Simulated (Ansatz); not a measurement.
**Relaxing boron (dhcp)**

These are results of DFT, PBE, plane waves (420 eV) with PAW, scalar-relativistic (Ansatz 0.2.0), not measurements.

k-point mesh 17×17×5, Fermi-Dirac smearing 0.1 eV, no spin polarisation. Cell and atoms relax.

Starting structure:

```
CELL_PARAMETERS angstrom
2.10059 0.00000 0.00000
-1.05030 1.81917 0.00000
0.00000 0.00000 6.86053
ATOMIC_POSITIONS crystal
B 0.00000 0.00000 0.00000
B 0.00000 0.00000 0.50000
B 0.33333 0.66667 0.25000
B 0.66667 0.33333 0.75000
```

The pressure at the start is -21.3 GPa. By how much does the volume change?

From 6.55 to 11.67 Å³ per atom, 78.1 %. The final cell has a = 1.715 Å, c = 18.328 Å (c/a = 10.686).

The cell has left the dhcp structure type; it ends in P6_3/mmc.

How much energy does the relaxation gain?

779.5 meV per atom.
